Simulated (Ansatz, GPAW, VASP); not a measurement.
# C: programs and potentials compared

```
CELL_PARAMETERS angstrom
0.00000 1.78337 1.78337
1.78337 0.00000 1.78337
1.78337 1.78337 0.00000
ATOMIC_POSITIONS crystal
C 0.75000 0.75000 0.75000
C 0.50000 0.50000 0.50000
```

Alike in all runs: task single point; functional PBE; k mesh 13 × 13 × 13; occupations gaussian, width 0.017 eV; no spin polarisation; no spin-orbit coupling. Pressure is positive in compression and, in plane waves, holds the error of the finite cutoff, which Ansatz's Pulay term estimates and takes out.

```tsv
program and potentials	plane-wave cutoff (eV)	notes	pressure (GPa)
Ansatz, Ansatz PAW	420	Pulay term of +1.04 GPa included	1.78
GPAW, GPAW PAW data sets (gpaw-data 1.2.1)	800	-	1.42
Ansatz, all-electron LAPW, scalar-relativistic	-	-	?
VASP, PBE PAW files C, 520 eV	520	-	2.46
```

Task: Estimate from the other rows what the run with Ansatz, all-electron LAPW, scalar-relativistic gave.

Result: Pressure 1.75 GPa. The other rows, which needn't bracket it: pressure 1.42 to 2.46.
